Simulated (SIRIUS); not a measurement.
Zn:

```
CELL_PARAMETERS angstrom
2.67000 0.00000 0.00000
-1.33500 2.31229 0.00000
0.00000 0.00000 4.96600
ATOMIC_POSITIONS crystal
Zn 0.66667 0.33333 0.75000
Zn 0.33333 0.66667 0.25000
```

```yaml
Program: SIRIUS 7.12.0
Task: relaxation of cell and atoms
Functional: PBE
Dispersion: D4
Potentials_or_basis: PseudoDojo 0.4.1 PBE standard (scalar relativistic)
Cutoff: 1152 eV
Density_cutoff: 4606 eV
k_mesh: 5 × 5 × 3
Occupations: fermi-dirac, width 0.05 eV
Spin: no spin polarisation
```

At the start: pressure -3.4 GPa; volume 15.33 Å³/atom.

**Question.** How do energy, volume and symmetry change on relaxing?

**Answer.** Over 9 steps the energy falls by 55.4 meV/atom and the volume is 14.27 Å³/atom (-6.9 %); space group P6_3/mmc (No. 194, to 0.05 Å).

Step by step:
| step | energy change (eV) | largest force (eV/Å) | pressure (GPa) | volume (Å³) |
| --- | --- | --- | --- | --- |
| 1 | 0.0000 | 0.0000 | -3.37 | 30.66 |
| 2 | -0.0112 | 0.0000 | -3.01 | 30.45 |
| 3 | -0.0580 | 0.0000 | -0.38 | 28.85 |
| 4 | -0.0901 | 0.0000 | 4.88 | 27.18 |
| 5 | -0.0963 | 0.0000 | 1.93 | 27.92 |
| 6 | -0.1020 | 0.0000 | 2.02 | 27.90 |
| 7 | -0.1099 | 0.0000 | 1.01 | 28.23 |
| 8 | -0.1108 | 0.0000 | 0.29 | 28.45 |
| 9 | -0.1109 | 0.0000 | 0.01 | 28.54 |

Final structure:
```cif
data_structure
_symmetry_space_group_name_H-M 'P 1'
_symmetry_Int_Tables_number 1
_cell_length_a 2.7211
_cell_length_b 2.7211
_cell_length_c 4.4505
_cell_angle_alpha 90.000
_cell_angle_beta 90.000
_cell_angle_gamma 120.000
_cell_volume 28.54
loop_
_atom_site_label
_atom_site_type_symbol
_atom_site_fract_x
_atom_site_fract_y
_atom_site_fract_z
_atom_site_occupancy
Zn1 Zn 0.66667 0.33333 0.75000 1
Zn2 Zn 0.33333 0.66667 0.25000 1
```

Caveat: the k mesh is coarse (spacing up to 0.54 Å⁻¹), so the values aren't converged; pairwise dispersion overbinds metals, which lowers pressure and volume.
